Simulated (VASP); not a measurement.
# BAs (F-43m) in VASP: phonons with r2SCAN

Aim: the phonons of BAs with r2SCAN.

All numbers are computed with VASP 6.6.1; they aren't measurements. Logs are shortened: lines on timing, memory, paths and dates and some standing lists are left out, and cuts for length are marked.

## (1) The structure

The structure is cubic, space group F-43m (No. 216). Conventional cell: a = 4.777 Å, b = 4.777 Å, c = 4.777 Å, α = 90.00°, β = 90.00°, γ = 90.00°. B (site symmetry -43m) is surrounded by 4 As at 2.07 Å. Around As (site symmetry -43m) lie 4 B at 2.07 Å.

## (2) Phonons, r2SCAN

POSCAR reads:

```
BAs
1.0
    0.0000000000      2.3885000000      2.3885000000
    2.3885000000      0.0000000000      2.3885000000
    2.3885000000      2.3885000000      0.0000000000
B As
1 1
Direct
    0.0000000000      0.0000000000      0.0000000000
    0.2500000000      0.2500000000      0.2500000000
```

INCAR.step1 reads:

```
SYSTEM = BAs
ALGO = Normal
EDIFF = 1E-8
EDIFFG = -0.002
ENCUT = 600
IBRION = 2
ISIF = 3
ISMEAR = 0
LASPH = .TRUE.
LCHARG = .FALSE.
LMIXTAU = .TRUE.
LREAL = .FALSE.
LWAVE = .FALSE.
METAGGA = R2SCAN
NELM = 80
NSW = 40
PREC = Accurate
SIGMA = 0.02
```

INCAR.step2 reads:

```
SYSTEM = BAs
ALGO = Normal
EDIFF = 1E-8
ENCUT = 600
IBRION = 6
ISIF = 2
ISMEAR = 0
LASPH = .TRUE.
LCHARG = .FALSE.
LMIXTAU = .TRUE.
LREAL = .FALSE.
LWAVE = .FALSE.
METAGGA = R2SCAN
NELM = 80
NFREE = 2
NSW = 1
POTIM = 0.015
PREC = Accurate
SIGMA = 0.02
```

KPOINTS reads:

```
k-points
0
G
  10 10 10
  0 0 0
```

Potentials or basis: VASP PAW PBE potentials, release 64 (B, As).

On the command line:

```sh
$ cat potpaw_PBE.64/B/POTCAR potpaw_PBE.64/As/POTCAR > POTCAR
$ cp INCAR.step1 INCAR
$ mpirun -np 1 vasp_std > vasp.out
$ cp CONTCAR POSCAR
$ cp INCAR.step2 INCAR
$ mpirun -np 1 vasp_std > vasp.out
```

OUTCAR:

```text
SYSTEM = BAs
   EDIFF = 1E-8
   ENCUT = 600
   IBRION = 6
   ISIF = 2
   ISMEAR = 0
   LASPH = .TRUE.
   LREAL = .FALSE.
   METAGGA = R2SCAN
   NELM = 80
   NFREE = 2
   NSW = 1
   POTIM = 0.015
   PREC = Accurate

 ion  position               nearest neighbor table
   1  0.000  0.000  0.000-   2 2.07   2 2.07   2 2.07   2 2.07
   2  0.250  0.250  0.250-   1 2.07   1 2.07   1 2.07   1 2.07

  LATTYP: Found a face centered cubic cell.
 ALAT       =     4.7863538017

  Lattice vectors:

 A1 = (   0.0000000000,   2.3931769008,   2.3931769008)
 A2 = (   2.3931769008,   0.0000000000,   2.3931769008)
 A3 = (   2.3931769008,   2.3931769008,   0.0000000000)

Analysis of symmetry for initial positions (statically):
=====================================================================
 Subroutine PRICEL returns:
 Original cell was already a primitive cell.

 Routine SETGRP: Setting up the symmetry group for a
 face centered cubic supercell.

 Subroutine GETGRP returns: Found 24 space group operations
 (whereof 24 operations were pure point group operations)
 out of a pool of 48 trial point group operations.

The static configuration has the point symmetry T_d .

Analysis of symmetry for dynamics (positions and initial velocities):
=====================================================================
 Subroutine PRICEL returns:
 Original cell was already a primitive cell.

 Routine SETGRP: Setting up the symmetry group for a
 face centered cubic supercell.

 Subroutine GETGRP returns: Found 24 space group operations
 (whereof 24 operations were pure point group operations)
 out of a pool of 48 trial point group operations.

The dynamic configuration has the point symmetry T_d .

 Subroutine INISYM returns: Found 24 space group operations
 (whereof 24 operations are pure point group operations),
 and found     1 'primitive' translations

----------------------------------------------------------------------------------------

                                     Primitive cell

  volume of cell :      27.4129

  direct lattice vectors                    reciprocal lattice vectors
     0.000000000  2.393176901  2.393176901    -0.208927305  0.208927305  0.208927305
     2.393176901  0.000000000  2.393176901     0.208927305 -0.208927305  0.208927305
     2.393176901  2.393176901  0.000000000     0.208927305  0.208927305 -0.208927305

  length of vectors
     3.384463230  3.384463230  3.384463230     0.361872707  0.361872707  0.361872707

  position of ions in fractional coordinates (direct lattice)
     0.000000000  0.000000000  0.000000000
     0.250000000  0.250000000  0.250000000

  ion indices of the primitive-cell ions
   primitive index   ion index
                 1           1
                 2           2

----------------------------------------------------------------------------------------

 KPOINTS: k-points

Automatic generation of k-mesh.
 Grid dimensions read from file:
 generate k-points for:   10   10   10

 Generating k-lattice:

  Cartesian coordinates                     Fractional coordinates (reciprocal lattice)
    -0.020892730  0.020892730  0.020892730     0.100000000  0.000000000  0.000000000
     0.020892730 -0.020892730  0.020892730     0.000000000  0.100000000  0.000000000
     0.020892730  0.020892730 -0.020892730     0.000000000  0.000000000  0.100000000

  Length of vectors
     0.036187271  0.036187271  0.036187271

  Shift w.r.t. Gamma in fractional coordinates (k-lattice)
     0.000000000  0.000000000  0.000000000

 Subroutine IBZKPT returns following result:
 ===========================================

 Found     47 irreducible k-points:

 Following reciprocal coordinates:
            Coordinates               Weight
  0.000000  0.000000  0.000000      1.000000
  0.100000  0.000000  0.000000      8.000000
  0.200000  0.000000  0.000000      8.000000
  0.300000  0.000000  0.000000      8.000000
  0.400000  0.000000  0.000000      8.000000
  0.500000  0.000000  0.000000      4.000000
[... 16 lines left out ...]
  0.300000  0.300000  0.000000      6.000000
  0.400000  0.300000  0.000000     24.000000
 [... further k-points ...]
   k-points           NKPTS =     47   k-points in BZ     NKDIM =     47   number of bands    NBANDS=      8
   number of dos      NEDOS =    301   number of ions     NIONS =      2
   total plane-waves  NPLWV =  21952
   dimension x,y,z NGX =    28 NGY =   28 NGZ =   28
   dimension x,y,z NGXF=    56 NGYF=   56 NGZF=   56
   ions per type =               1   1
   NGX,Y,Z   is equivalent  to a cutoff of  13.75, 13.75, 13.75 a.u.
   NGXF,Y,Z  is equivalent  to a cutoff of  27.51, 27.51, 27.51 a.u.
 SYSTEM =  BAs
   PREC   = accura    normal or accurate (medium, high low for compatibility)
   ISTART =      0    job   : 0-new  1-cont  2-samecut
   ICHARG =      2    charge: 1-file 2-atom 10-const
   ISPIN  =      1    spin polarized calculation?
   LNONCOLLINEAR =      F non collinear calculations
   LSORBIT =      F    spin-orbit coupling
   LASPH  =      T    aspherical Exc in radial PAW
   ENCUT  =  600.0 eV  44.10 Ry    6.64 a.u.   6.76  6.76  6.76*2*pi/ulx,y,z
   NELM   =     80;   NELMIN=  2; NELMDL=  0     # of ELM steps
   EDIFF  = 0.1E-07   stopping-criterion for ELM
   LREAL  =      F    real-space projection
   EDIFFG = 0.1E-06   stopping-criterion for IOM
   NSW    =     61    number of steps for IOM
   IBRION =      6    ionic relax: 0-MD 1-quasi-New 2-CG
   NFREE  =      2    steps in history (QN), initial steepest desc. (CG)
   ISIF   =      2    stress and relaxation
   ISYM   =      2    0-nonsym 1-usesym 2-fastsym
   POTIM  = 0.0150    time-step for ionic-motion
   TEBEG  =    0.0;   TEEND  =   0.0 temperature during run
   PSTRESS=    0.0 pullay stress
   NELECT =       8.0000    total number of electrons
   NUPDOWN=      -1.0000    fix difference up-down
   EMIN   =  10.00;   EMAX   =-10.00  energy-range for DOS
   EFERMI =   0.00;   METHOD = LEGACY
   ISMEAR =     0;   SIGMA  =   0.02  broadening in eV -4-tet -1-fermi 0-gaus
   EFERMI_NEDOS =   21; number of points for ismear=-14 and -15
   IALGO  =     38    algorithm
   IMIX   =      4    mixing-type and parameters
     AMIX     =   0.40;   BMIX     =  1.00
     AMIX_MAG =   1.60;   BMIX_MAG =  1.00
  volume/ion in A,a.u.               =      13.71        92.50
  Fermi-wavevector in a.u.,A,eV,Ry     =   1.085892  2.052039 16.043470  1.179162
  Thomas-Fermi vector in A             =   2.222016
   LORBIT       =      0    0 simple, 1 ext, 2 COOP (PROOUT), +10 PAW based schemes
   METAGGA = R2SCAN    functional components
   LHFCALC =     F    Hartree Fock is set to
   AEXX    =    0.0000 exact exchange contribution
   IVDW    =     0    specifies the selected vdW correction
   LEPSILON=     F    determine dielectric tensor
   LRPA    =     F    only Hartree local field effects (RPA)
 finite differences with symmetry
 non-spin polarized calculation
 Gauss-broadening in eV      SIGMA  =   0.02
  energy-cutoff  :      600.00
  volume of cell :       27.41
 maximum number of plane-waves:       941
   NGX = 13   NGY = 13   NGZ = 13

--------------------------------------- Ionic step        1  -------------------------------------------

 number of electron       8.0000000 magnetization

 Free energy of the ion-electron system (eV)
  ---------------------------------------------------
  ext. energy  EPLUGINS =         0.00000000
  ---------------------------------------------------
  free energy    TOTEN  =       -22.25755335 eV

  energy without entropy =      -22.25755335  energy(sigma->0) =      -22.25755335

------------------------ aborting loop because EDIFF is reached ----------------------------------------

  FORCE on cell =-STRESS in cart. coord.  units (eV):
  Direction    XX          YY          ZZ          XY          YZ          ZX
  --------------------------------------------------------------------------------------
  -------------------------------------------------------------------------------------
  Total        0.0022606      0.0022606      0.0022606      0.0000000      0.0000000     -0.0000000
  in kB        0.1321248      0.1321248      0.1321248      0.0000000      0.0000000     -0.0000000
  external PRESSURE =       0.1321248 kB  Pullay stress =       0.0000000 kB
[... 129 lines left out ...]
  energy  without entropy=      -22.2556406804  energy(sigma->0) =      -22.25564068

--------------------------------------- Ionic step        5  -------------------------------------------

 number of electron       8.0000000 magnetization

 Free energy of the ion-electron system (eV)
  ---------------------------------------------------
  ext. energy  EPLUGINS =         0.00000000
  ---------------------------------------------------
  free energy    TOTEN  =       -22.25564068 eV

  energy without entropy =      -22.25564068  energy(sigma->0) =      -22.25564068

 E-fermi :   6.1564     XC(G=0): -11.1067

 val. band max:        6.0696416453   @ k =   0.0000   0.0000   0.0000
 cond. band min:       7.3322948739   @ k =   0.0000   0.4000   0.4000
 fundamental gap:      1.2626532286
 Fermi energy:         6.1563730442

 k-point     1 :       0.0000    0.0000    0.0000
  band No.  band energies     occupation
      1     -10.1447      2.00000
      2       5.8457      2.00000
      3       5.9588      2.00000
      4       6.0696      2.00000
      5       9.3112      0.00000
      6       9.3954      0.00000
      7       9.4825      0.00000
      8      11.0318      0.00000
[... 243 lines left out ...]
 k-point    24 :       0.4000    0.3000    0.0000
  band No.  band energies     occupation
      1      -7.3711      2.00000
      2      -0.8816      2.00000
      3       1.8285      2.00000
      4       2.2937      2.00000
      5       7.8615      0.00000
      6       9.6630      0.00000
      7      15.3419      0.00000
      8      15.5908      0.00000

 [... further k-points ...]

------------------------ aborting loop because EDIFF is reached ----------------------------------------

  FORCE on cell =-STRESS in cart. coord.  units (eV):
  Direction    XX          YY          ZZ          XY          YZ          ZX
  --------------------------------------------------------------------------------------
  -------------------------------------------------------------------------------------
  Total        0.0026521      0.0059961      0.0059961      0.0000000      0.1004919      0.0000000
  in kB        0.1550070      0.3504479      0.3504479      0.0000000      5.8733680      0.0000000
  external PRESSURE =       0.2853009 kB  Pullay stress =       0.0000000 kB
[... 17 lines left out ...]
  FREE ENERGIE OF THE ION-ELECTRON SYSTEM (eV)
  ---------------------------------------------------
  free  energy   TOTEN  =       -22.2556406826 eV

  energy  without entropy=      -22.2556406826  energy(sigma->0) =      -22.25564068

 INTERNAL STRAIN TENSORS FROM DISPLACED ATOMS
 ============================================

 INTERNAL STRAIN TENSOR FOR ION    1 for displacements in x,y,z  (eV/Angst):
          X           Y           Z          XY          YZ          ZX
  --------------------------------------------------------------------------------
  x    -0.00000     0.00000     0.00000     0.00000     6.69426     0.00000
  y     0.00000    -0.00000     0.00000     0.00000     0.00000     6.69426
  z     0.00000     0.00000    -0.00000     6.69426     0.00000     0.00000

 INTERNAL STRAIN TENSOR FOR ION    2 for displacements in x,y,z  (eV/Angst):
          X           Y           Z          XY          YZ          ZX
  --------------------------------------------------------------------------------
  x     0.00000     0.00000     0.00000     0.00000    -6.69926     0.00000
  y     0.00000     0.00000     0.00000     0.00000     0.00000    -6.69926
  z     0.00000     0.00000     0.00000    -6.69926     0.00000     0.00000

 Eigenvectors and eigenvalues of the dynamical matrix
 ----------------------------------------------------

   1 f  =   20.972856 THz   131.776343 2PiTHz  699.579185 cm-1    86.736725 meV
             X         Y         Z           dx          dy          dz
      0.000000  0.000000  0.000000     0.000000   -0.000000   -0.934838
      1.196588  1.196588  1.196588    -0.000000   -0.000000    0.355075

   2 f  =   20.972856 THz   131.776343 2PiTHz  699.579185 cm-1    86.736725 meV
             X         Y         Z           dx          dy          dz
      0.000000  0.000000  0.000000     0.000000   -0.934838    0.000000
      1.196588  1.196588  1.196588     0.000000    0.355075    0.000000
[... 11 lines left out ...]
   5 f/i=    0.000716 THz     0.004502 2PiTHz    0.023899 cm-1     0.002963 meV
             X         Y         Z           dx          dy          dz
      0.000000  0.000000  0.000000     0.163748   -0.296302    0.107098
      1.196588  1.196588  1.196588     0.431115   -0.780100    0.281967

   6 f/i=    0.000716 THz     0.004502 2PiTHz    0.023899 cm-1     0.002963 meV
             X         Y         Z           dx          dy          dz
      0.000000  0.000000  0.000000    -0.313471   -0.165338    0.021854
      1.196588  1.196588  1.196588    -0.825303   -0.435300    0.057537

 ELASTIC MODULI CONTR FROM IONIC RELAXATION (kBar)
 Direction    XX          YY          ZZ          XY          YZ          ZX
 --------------------------------------------------------------------------------
 XX          -0.0000     -0.0000     -0.0000      0.0000      0.0000      0.0000
 YY          -0.0000     -0.0000     -0.0000      0.0000      0.0000      0.0000
 ZZ          -0.0000     -0.0000     -0.0000      0.0000      0.0000      0.0000
 XY           0.0000      0.0000      0.0000   -154.1623      0.0000      0.0000
 YZ           0.0000      0.0000      0.0000      0.0000   -154.1623      0.0000
 ZX           0.0000      0.0000      0.0000      0.0000      0.0000   -154.1623
 --------------------------------------------------------------------------------
```

Run time: 12 min. Hardware: 1 thread of Intel Xeon Platinum 8259CL at 2.50GHz (Skylake/Cascade Lake), shared host; peak memory 0.24 GiB.

What came out:

| Item | Value |
| --- | --- |
| Relaxed volume | 13.71 Å³/atom |
| Relaxed cell | a = 3.384 Å, b = 3.384 Å, c = 3.384 Å, α = 60.00°, β = 60.00°, γ = 60.00° |
| Space group after relaxing (to 0.05 Å) | F-43m (No. 216) |
| Highest phonon frequency at Γ, LO-TO splitting left out | 700 cm⁻¹ |

Step by step:
```tsv
step	energy change (eV)	largest force (eV/Å)	pressure (GPa)	volume (Å³)
1	0.0000	0.0000	0.86	27.25
2	-0.0002	0.0000	-0.65	27.54
3	-0.0004	0.0000	0.01	27.41
```

Final structure:
```yaml
crystal:
  lattice:
    - [0.00000, 2.39318, 2.39318]
    - [2.39318, 0.00000, 2.39318]
    - [2.39318, 2.39318, 0.00000]
  atoms:
    - { symbol: B, position: [0.00000, 0.00000, 0.00000] }
    - { symbol: As, position: [0.25000, 0.25000, 0.25000] }
```

Phonon frequencies in cm⁻¹ (negative: imaginary):
```tsv
q point	frequencies
(0.000, 0.000, 0.000)	0 0 0 700 700 700
```

Caveat: the PAW data sets were made with another functional, which shifts forces and pressure a little.
